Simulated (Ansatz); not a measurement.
## BaTiO₃: reading a single point

```
Ti O Ba
1.0
     7.90702    0.00000    0.00000
     0.00000    3.95351    0.00000
     0.00000    0.00000    3.98669
Ti O Ba
2 6 2
Direct
  0.25000 0.50000 0.51000
  0.75000 0.50000 0.51000
  0.25000 0.00000 0.47900
  0.75000 0.00000 0.47900
  0.00000 0.50000 0.47900
  0.50000 0.50000 0.47900
  0.25000 0.50000 0.97800
  0.75000 0.50000 0.97800
  0.00000 0.00000 0.00000
  0.50000 0.00000 0.00000
```

Method: r2SCAN, no spin polarisation; PAW, plane waves to 500 eV, 4×7×7 Γ-centred mesh, cold occupations (width 0.1175 eV) (Ansatz 0.2.0), atoms fixed.

(1) Which orbitals make up the band edges?

(2) Where is the largest force?

(3) Describe some of the short contacts.

(4) What is the band gap?

(5) What does the stress say?

Origin: a database entry at a rescaled volume.

Results:

(1) Within 0.7 eV of the edges, the states project mainly on O p (94 %) below the gap and on Ti d (90 %) above it.

(2) The largest is on O7 (and as large on other atoms): 0.23 eV/Å, components (0.00, 0.00, -0.23). It makes 0° with the line to a nearest neighbour, Ti1 at 1.87 Å, pointing towards it.

(3) Ti–O at 1.87 Å: least valence density 0.90 e/Å³ and ELF 0.24 there. Ba–O at 2.75 Å: least valence density 0.20 e/Å³ and ELF 0.09 there, a closed-shell (ionic or weak) contact. Both are smooth PAW fields, read partly inside the augmentation spheres.

(4) The gap is 2.27 eV, indirect (the least direct gap found is 2.53 eV).

(5) The pressure is 5.3 GPa (compression positive), so with the atoms held at these fractions the cell would first expand.
